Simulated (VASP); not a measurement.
Crystal: TaN.

```
CELL_PARAMETERS angstrom
0.00000 2.17900 2.17900
2.17900 0.00000 2.17900
2.17900 2.17900 0.00000
ATOMIC_POSITIONS crystal
Ta 0.50000 0.50000 0.50000
N 0.00000 0.00000 0.00000
```

Base run:

```yaml
Program: VASP 6.6.1
Functional: PBE
Potentials_or_basis: VASP PAW PBE potentials, release 64 (Ta_pv, N)
Cutoff: 520 eV
k_mesh: 7 × 7 × 7
Occupations: gaussian, width 0.05 eV
Spin: collinear spin, random start
Starting_moments: "[0.42, 0.0] μB"
Hubbard_terms: Ta d U = 7 eV
```

Its results: band gap on the k mesh none (metal or under the smearing width); pressure 38.9 GPa; net moment 0.00 μB per cell.

The run is repeated on the same cell with these changes: hubbard terms from Ta d U = 7 eV to none; moments at the start from [0.42, 0.0] to [-0.17, 0.0]. What comes out?

Band gap on the k mesh none (metal or under the smearing width); pressure 15.3 GPa; net moment 0.00 μB per cell.

Caveats: a pressure of tens of GPa on the cell as given is suspect, and the run, the potentials or the cell itself is likely at fault (some runs); so large a pressure means that the cell lies far from this level's equilibrium, or that cutoff or potentials fall short (some runs).
